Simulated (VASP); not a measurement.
# MnAs (Pm-3m) in VASP: further runs, part 2 of 2

VASP 6.6.1. Earlier steps stand in the parts before.

## (4) Relaxation of cell and atoms, r2SCAN, collinear spin, ferromagnetic start

File INCAR:

```
PREC     = Accurate       # precision mode
ENCUT    = 600            # plane-wave cutoff, eV
EDIFF    = 1E-6           # SCF threshold, eV
ISMEAR   = 0              # smearing method
SIGMA    = 0.05           # smearing width, eV
LREAL    = F              # projectors in reciprocal space
LASPH    = T              # aspherical terms in the spheres
NELM     = 120            # most SCF steps
ALGO     = Normal         # electronic algorithm
ISIF     = 3              # what is computed and relaxed
LWAVE    = F              # write WAVECAR
LCHARG   = F              # write CHGCAR
ISPIN    = 2              # spin polarisation
MAGMOM   = 4 0            # initial moments
LORBIT   = 11             # projections on sites
LMAXMIX  = 4              # l up to which the mixer works
METAGGA  = R2SCAN         # meta-GGA
LMIXTAU  = T            
IBRION   = 2              # ionic algorithm
NSW      = 60             # ionic steps
EDIFFG   = -0.02          # ionic threshold
```

File KPOINTS:

```
Automatic mesh
0
Gamma
  8 8 8
```

File POSCAR:

```
MnAs
1.0
    3.3616209100      0.0000000000      0.0000000000
    0.0000000000      3.3616209100      0.0000000000
    0.0000000000      0.0000000000      3.3616209100
Mn As
1 1
Direct
    0.0000000000      0.0000000000      0.0000000000
    0.5000000000      0.5000000000      0.5000000000
```

The run is started by

```bash
cat potpaw_PBE.64/Mn_pv/POTCAR potpaw_PBE.64/As/POTCAR > POTCAR
mpirun -np 1 vasp_std > vasp.out
```

It took 4.4 min on 1 thread of Intel Xeon Platinum 8488C (Sapphire Rapids), shared host; peak memory 0.21 GiB.

Results (log left out):

| Property | Result |
| --- | --- |
| Free energy | -29.6175 eV |
| Relaxed volume | 16.61 Å³/atom |
| Relaxed cell | a = 3.214 Å, b = 3.214 Å, c = 3.214 Å, α = 90.00°, β = 90.00°, γ = 90.00° |
| Space group after relaxing (to 0.05 Å) | Pm-3m (No. 221) |
| Energy gained by relaxing | 65.0 meV/atom |
| Ionic steps | 3 |
| Pressure after relaxing | 0.0 GPa |
| Band gap on the k mesh | none (metal or under the smearing width) |
| Net moment | 3.71 μB per cell |
| Site moments | Mn +3.90; As -0.22 μB |
| Valence electrons inside the program's atomic spheres | Mn 11.42; As 2.80 |

Step by step:
```csv
step,energy change (eV),largest force (eV/Å),pressure (GPa),volume (Å³)
1,0.0000,0.0000,-7.28,37.99
2,-0.1294,0.0000,-0.57,33.44
3,-0.1299,0.0000,0.02,33.21
```

Final structure:
```cif
data_structure
_symmetry_space_group_name_H-M 'P 1'
_symmetry_Int_Tables_number 1
_cell_length_a 3.2144
_cell_length_b 3.2144
_cell_length_c 3.2144
_cell_angle_alpha 90.000
_cell_angle_beta 90.000
_cell_angle_gamma 90.000
_cell_volume 33.21
loop_
_atom_site_label
_atom_site_type_symbol
_atom_site_fract_x
_atom_site_fract_y
_atom_site_fract_z
_atom_site_occupancy
Mn1 Mn 0.00000 0.00000 0.00000 1
As1 As 0.50000 0.50000 0.50000 1
```

Levels at points of the mesh, in eV from the Fermi level:
Spin up:
```tsv
k point	band 8	band 9	band 10	band 11	band 12	band 13	band 14	band 15
(0.00, 0.00, 0.00)	-3.28	-3.28	0.10	0.10	0.10	3.08	6.94	6.94
(0.50, 0.00, 0.00)	-4.13	-3.23	-2.79	3.03	3.03	5.81	7.41	8.26
(0.50, 0.50, 0.00)	-3.67	-3.67	-3.03	-2.67	0.25	2.90	10.29	10.29
(0.50, 0.50, 0.50)	-3.01	-3.01	0.23	0.23	0.23	1.39	1.39	1.39
```
Spin down:
| k point | band 5 | band 6 | band 7 | band 8 | band 9 | band 10 |
| --- | --- | --- | --- | --- | --- | --- |
| (0.00, 0.00, 0.00) | -0.54 | -0.54 | -0.20 | -0.20 | -0.20 | 1.52 |
| (0.50, 0.00, 0.00) | -7.64 | -1.09 | -1.09 | 0.20 | 1.64 | 2.36 |
| (0.50, 0.50, 0.00) | -5.51 | -5.51 | -1.28 | 0.77 | 0.77 | 1.78 |
| (0.50, 0.50, 0.50) | -5.04 | -5.04 | -5.04 | 2.15 | 2.15 | 2.15 |

Caveat: the PAW data sets were made with another functional, which shifts forces and pressure a little; a cell with one magnetic atom can't hold antiferromagnetic order, which such compounds often take.

## (5) Relaxation of cell and atoms, MS2, collinear spin, ferromagnetic start

File INCAR:

```
PREC = Accurate
ENCUT = 600
EDIFF = 1E-6
ISMEAR = 0
SIGMA = 0.05
LREAL = F
LASPH = T
NELM = 120
ALGO = Normal
ISIF = 3
LWAVE = F
LCHARG = F
ISPIN = 2
MAGMOM = 4 0
LORBIT = 11
LMAXMIX = 4
METAGGA = MS2
LMIXTAU = T
IBRION = 2
NSW = 60
EDIFFG = -0.005
```

KPOINTS is that of step 4.

POSCAR is that of step 4.

The run is started by

```bash
cat potpaw_PBE.64/Mn_pv/POTCAR potpaw_PBE.64/As/POTCAR > POTCAR
mpirun -np 1 vasp_std > vasp.out
```

Run time: 20 min. Hardware: 1 thread of Intel Xeon Platinum 8488C (Sapphire Rapids), shared host; peak memory 0.22 GiB.

The run converged. Its results:

* Free energy: -18.3776 eV
* Relaxed volume: 11.98 Å³/atom
* Relaxed cell: a = 2.883 Å, b = 2.883 Å, c = 2.883 Å, α = 90.00°, β = 90.00°, γ = 90.00°
* Space group after relaxing (to 0.05 Å): Pm-3m (No. 221)
* Energy gained by relaxing: 105.6 meV/atom
* Ionic steps: 15
* Pressure after relaxing: 0.0 GPa
* Band gap on the k mesh: none (metal or under the smearing width)
* Net moment: 0.00 μB per cell
* Valence electrons inside the program's atomic spheres: Mn 12.06; As 2.84

Step by step:
| step | energy change (eV) | largest force (eV/Å) | pressure (GPa) | volume (Å³) |
| --- | --- | --- | --- | --- |
| 1 | 0.0000 | 0.0000 | -12.14 | 37.99 |
| 2 | 0.2148 | 0.0000 | -14.09 | 30.61 |
| 3 | 6.6771 | 0.0000 | 369.70 | 14.31 |
| 4 | 0.3027 | 0.0000 | -26.20 | 29.09 |
| 5 | 0.1629 | 0.0000 | 42.75 | 20.84 |
| 6 | -0.1819 | 0.0000 | -8.96 | 25.06 |
| 7 | -0.2099 | 0.0000 | 1.56 | 23.80 |
| 8 | -0.2112 | 0.0000 | -0.71 | 24.04 |
| 9 | -0.2112 | 0.0000 | -0.63 | 24.03 |
| 10 | -0.2112 | 0.0000 | -0.41 | 24.01 |
| 11 | -0.2112 | 0.0000 | -0.40 | 24.01 |
| 12 | -0.2112 | 0.0000 | -0.35 | 24.00 |
| 13 | -0.2112 | 0.0000 | -0.32 | 24.00 |
| 14 | -0.2112 | 0.0000 | -0.22 | 23.99 |
| 15 | -0.2112 | 0.0000 | -0.03 | 23.97 |

Final structure:
```yaml
crystal:
  lattice:
    - [2.88319, 0.00000, 0.00000]
    - [0.00000, 2.88319, 0.00000]
    - [0.00000, 0.00000, 2.88319]
  atoms:
    - { symbol: Mn, position: [0.00000, 0.00000, 0.00000] }
    - { symbol: As, position: [0.50000, 0.50000, 0.50000] }
```

Levels at points of the mesh, in eV from the Fermi level:
Spin up:
```
           k point  band 7  band 8  band 9  band 10  band 11  band 12
(0.00, 0.00, 0.00)   -0.07   -0.07   -0.07     1.15     1.15     1.15
(0.50, 0.00, 0.00)   -2.20   -1.74    0.05     1.50     6.28     6.28
(0.50, 0.50, 0.00)   -2.68   -0.97   -0.97     1.22     1.39     3.77
(0.50, 0.50, 0.50)   -6.36    1.45    1.45     2.46     2.46     2.46
```
Spin down:
```csv
k point,band 7,band 8,band 9,band 10,band 11,band 12
"(0.00, 0.00, 0.00)",-0.07,-0.07,-0.07,1.15,1.15,1.15
"(0.50, 0.00, 0.00)",-2.20,-1.74,0.05,1.50,6.28,6.28
"(0.50, 0.50, 0.00)",-2.68,-0.97,-0.97,1.22,1.39,3.77
"(0.50, 0.50, 0.50)",-6.36,1.45,1.45,2.46,2.46,2.46
```

Caveat: the starting moments collapsed, and a magnetic state may lie lower; the volume moved by over 15 % at a fixed basis, so the end points are rough; the PAW data sets were made with another functional, which shifts forces and pressure a little.

## (6) Relaxation of cell and atoms, r2SCAN+D3(BJ), collinear spin, ferromagnetic start

File INCAR:

```
  PREC = Accurate
  ENCUT = 600
  EDIFF = 1E-6
  ISMEAR = 0
  SIGMA = 0.05
  LREAL = F
  LASPH = T
  NELM = 100
  ALGO = Normal
  ISIF = 3
  LWAVE = F
  LCHARG = F
  ISPIN = 2
  MAGMOM = 4 0
  LORBIT = 11
  LMAXMIX = 4
  METAGGA = R2SCAN
  LMIXTAU = T
  IVDW = 12
  VDW_S6 = 1.0
  VDW_S8 = 0.78981345
  VDW_A1 = 0.49484001
  VDW_A2 = 5.73083694
  IBRION = 2
  NSW = 40
  EDIFFG = -0.005
```

File KPOINTS:

```
regular mesh
0
Gamma
  8 8 8
```

POSCAR is that of step 5.

Potentials or basis: VASP PAW PBE potentials, release 64 (Mn_pv, As).

The run is started by

```bash
cat potpaw_PBE.64/Mn_pv/POTCAR potpaw_PBE.64/As/POTCAR > POTCAR
mpirun -np 1 vasp_std > vasp.out
```

Wall time 8.5 min (1 thread of Intel Xeon Platinum 8488C (Sapphire Rapids), shared host); peak memory 0.22 GiB.

It converged, with:

```
Free energy                                           : -29.9766 eV
Relaxed volume                                        : 16.31 Å³/atom
Relaxed cell                                          : a = 3.195 Å, b = 3.195 Å, c = 3.195 Å, α = 90.00°, β = 90.00°, γ = 90.00°
Space group after relaxing (to 0.05 Å)                : Pm-3m (No. 221)
Energy gained by relaxing                             : 28.8 meV/atom
Ionic steps                                           : 6
Pressure after relaxing                               : 0.0 GPa
Band gap on the k mesh                                : none (metal or under the smearing width)
Net moment                                            : 3.71 μB per cell
Site moments                                          : Mn +3.88; As -0.21 μB
Valence electrons inside the program's atomic spheres : Mn 11.43; As 2.81
Dispersion energy per atom                            : -0.181 eV
```

The path:
```tsv
step	energy change (eV)	largest force (eV/Å)	pressure (GPa)	volume (Å³)
1	0.0000	0.0000	-9.16	37.99
2	-0.0570	0.0000	0.85	32.33
3	-0.0121	0.0000	-5.32	34.97
4	-0.0575	0.0000	-0.18	32.66
5	-0.0576	0.0000	0.12	32.56
6	-0.0576	0.0000	-0.04	32.61
```

Final structure:
```yaml
crystal:
  lattice:
    - [3.19500, 0.00000, 0.00000]
    - [0.00000, 3.19500, 0.00000]
    - [0.00000, 0.00000, 3.19500]
  atoms:
    - { symbol: Mn, position: [0.00000, 0.00000, 0.00000] }
    - { symbol: As, position: [0.50000, 0.50000, 0.50000] }
```

Levels at points of the mesh, in eV from the Fermi level:
Spin up:
| k point | band 9 | band 10 | band 11 | band 12 | band 13 | band 14 |
| --- | --- | --- | --- | --- | --- | --- |
| (0.00, 0.00, 0.00) | -3.22 | 0.14 | 0.14 | 0.14 | 3.31 | 7.02 |
| (0.50, 0.00, 0.00) | -3.17 | -2.72 | 3.16 | 3.16 | 5.98 | 7.44 |
| (0.50, 0.50, 0.00) | -3.63 | -2.96 | -2.58 | 0.34 | 3.00 | 10.45 |
| (0.50, 0.50, 0.50) | -2.94 | 0.33 | 0.33 | 0.33 | 1.41 | 1.41 |
Spin down:
```tsv
k point	band 4	band 5	band 6	band 7	band 8	band 9	band 10	band 11
(0.00, 0.00, 0.00)	-14.74	-0.57	-0.57	-0.14	-0.14	-0.14	1.55	1.55
(0.50, 0.00, 0.00)	-12.77	-7.71	-1.08	-1.08	0.19	1.68	2.41	4.57
(0.50, 0.50, 0.00)	-11.31	-5.55	-5.55	-1.30	0.78	0.78	1.85	2.44
(0.50, 0.50, 0.50)	-9.26	-5.10	-5.10	-5.10	2.18	2.18	2.18	2.48
```

Caveat: the PAW data sets were made with another functional, which shifts forces and pressure a little; a cell with one magnetic atom can't hold antiferromagnetic order, which such compounds often take; pairwise dispersion overbinds metals, which lowers pressure and volume.

## (7) For comparison

An earlier run on the cell as given: functional PBE; potentials or basis VASP PAW PBE potentials, release 64 (Mn_pv, As); cutoff 520 eV; k mesh 8 × 8 × 8; occupations fermi-dirac, width 0.05 eV; collinear spin, ferromagnetic start; starting moments [4.0, 0.0] μB.

* Pressure: -10.2 GPa
* Band gap on the k mesh: none (metal or under the smearing width)
* Net moment: 3.68 μB per cell
* Site moments: Mn +3.79; As -0.18 μB
* Valence electrons inside the program's atomic spheres: Mn 11.33; As 2.67

## (8) Overview

| task | level | cell | cutoff (eV) | smearing | gap on the mesh (eV) | pressure (GPa) | moment (μB) | relaxed volume (Å³/atom) |
| --- | --- | --- | --- | --- | --- | --- | --- | --- |
| relaxation of cell and atoms | r2SCAN | relaxed | 600 | gaussian 0.05 eV | none | 0.0 | 3.71 | 16.61 |
| relaxation of cell and atoms | r2SCAN+D3(BJ) | relaxed | 600 | gaussian 0.05 eV | none | 0.0 | 3.71 | 16.31 |
| single point | PBE | as given | 520 | fermi-dirac 0.05 eV | none | -10.2 | 3.68 | - |

Alike in all rows: potentials or basis VASP PAW PBE potentials, release 64 (Mn_pv, As); spin collinear, ferromagnetic start; k mesh 8 × 8 × 8.

Caveats: a cell with one magnetic atom can't hold antiferromagnetic order, which such compounds often take; the PAW data sets were made with another functional, which shifts forces and pressure a little (some runs); pairwise dispersion overbinds metals, which lowers pressure and volume (some runs).

Absolute energies hang on the potentials; compare differences alone.
